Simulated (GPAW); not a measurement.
Au:

```
CELL_PARAMETERS angstrom
1.41131 -2.55593 0.00000
1.41131 2.55593 0.00000
0.00000 0.00000 4.89317
ATOMIC_POSITIONS crystal
Au 0.33467 0.66533 0.25000
Au 0.66533 0.33467 0.75000
```

This isn't the form of Au at room conditions, which is fcc.

| Quantity | Value |
| --- | --- |
| Program | GPAW 26.7.0 |
| Task | single point |
| Functional | PBE |
| Potentials or basis | GPAW PAW data sets (gpaw-data 1.2.1) |
| Cutoff | 600 eV |
| Basis | pw |
| k mesh | 11 × 11 × 6 |
| Occupations | fermi-dirac, width 0.05 eV |
| Spin | no spin polarisation |

On this cell: pressure 5.2 GPa; largest force 0.031 eV/Å; band gap on the k mesh none (metal or under the smearing width).

The same run follows on a disturbed copy (atoms moved at random, drawn with an rms of 0.05 Å):

```xyz
2
Lattice="1.4113 -2.5559 0.0000 1.4113 2.5559 0.0000 0.0000 0.0000 4.8932" Properties=species:S:1:pos:R:3 pbc="T T T"
Au    1.3924    0.8131    1.2327
Au    1.3624   -0.8695    3.6292
```

Q: What changes?

A: The energy (extrapolated to zero smearing) moves by +4.2 meV/atom; pressure 5.4 GPa; largest force 0.346 eV/Å; band gap on the k mesh none (metal or under the smearing width).

Forces on the atoms (eV/Å):
```
Au  -0.013 -0.031 -0.344
Au   0.013  0.031  0.344
```

Stress tensor (GPa, compression positive):
```
8.68 0.08 0.10
0.08 3.74 0.07
0.10 0.07 3.87
```

Caveats: with this Au data set, volumes or pressures lay over 1.5 % or 2 GPa off other programs in two to four cells of ten.
